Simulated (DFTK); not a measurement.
Runs of DFTK 0.8.2 on NaF (Villiaumite). Symmetry: Fm-3m, No. 225, cubic system. The conventional cell has a = 4.640 Å, b = 4.640 Å, c = 4.640 Å, α = 90.00°, β = 90.00°, γ = 90.00°. Na (site symmetry m-3m) is surrounded by 6 F at 2.32 Å. F (site symmetry m-3m) has 6 Na at 2.32 Å as nearest neighbours. 

```tsv
task	level	potentials or basis	cell	gap on the mesh (eV)	pressure (GPa)	V0 of scaled cells (Å³/atom)	B0 (GPa)
single point	PBE	dojo.nc.sr.pbe.v0_4_1.standard.upf (PBE)	as given	6.32	1.9	-	-
single point	PBEsol	dojo.nc.sr.pbesol.v0_4_1.standard.upf (PBEsol)	as given	(b)	(a)	-	-
equation of state	PBEsol	dojo.nc.sr.pbesol.v0_4_1.standard.upf (PBEsol)	as given	-	-	12.39	49
single point	PBE	dojo.nc.sr.pbe.v0_4_1.standard.upf (PBE)	atoms moved at random, drawn with an rms of 0.05 Å	6.32	2.0	-	-
equation of state	PBE	dojo.nc.sr.pbe.v0_4_1.standard.upf (PBE)	as given	-	-	12.97	45
```

Alike in all rows: no spin polarisation; k mesh 10 × 10 × 10; cutoff (eV) 1197; smearing fermi-dirac 0.05 eV.

**Question.** Fill in the values left out.

**Answer.** (a) -0.4; (b) 6.18.

A k mesh can miss the band edges.
